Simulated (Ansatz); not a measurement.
The system is SnSe.

```
Sn Se
1.0
     0.00000    3.01000    3.01000
     3.01000    0.00000    3.01000
     3.01000    3.01000    0.00000
Sn Se
1 1
Direct
  0.00000 0.00000 0.00000
  0.50000 0.50000 0.50000
```

Measurements of this composition are mostly on another form, of space group No. 62.

| Property | Result |
| --- | --- |
| Program | Ansatz 0.2.0 |
| Task | relaxation of cell and atoms |
| Functional | PBEsol |
| Dispersion | D4 |
| Potentials or basis | all-electron LAPW, scalar-relativistic |
| Basis error allowed | 0.001 eV/atom |
| k mesh | 8 × 8 × 8 |
| Occupations | fermi-dirac, width 0.05 eV |
| Spin | no spin polarisation |

At the start: volume 27.27 Å³/atom.

Task: Where does the relaxation end?

Result: Over 5 steps the energy falls by 17.0 meV/atom and the volume is 25.65 Å³/atom (-5.9 %); space group Fm-3m (No. 225, to 0.05 Å).

The path:
```
step  energy change (eV)  largest force (eV/Å)  volume (Å³)
   1              0.0000                0.0000        54.54
   2             -0.0269                0.0000        49.93
   3             -0.0338                0.0000        51.46
   4             -0.0339                0.0000        51.30
   5             -0.0339                0.0000        51.30
```

Final structure:
```cif
data_structure
_symmetry_space_group_name_H-M 'P 1'
_symmetry_Int_Tables_number 1
_cell_length_a 4.1707
_cell_length_b 4.1707
_cell_length_c 4.1707
_cell_angle_alpha 60.000
_cell_angle_beta 60.000
_cell_angle_gamma 60.000
_cell_volume 51.30
loop_
_atom_site_label
_atom_site_type_symbol
_atom_site_fract_x
_atom_site_fract_y
_atom_site_fract_z
_atom_site_occupancy
Sn1 Sn 0.00000 0.00000 0.00000 1
Se1 Se 0.50000 0.50000 0.50000 1
```
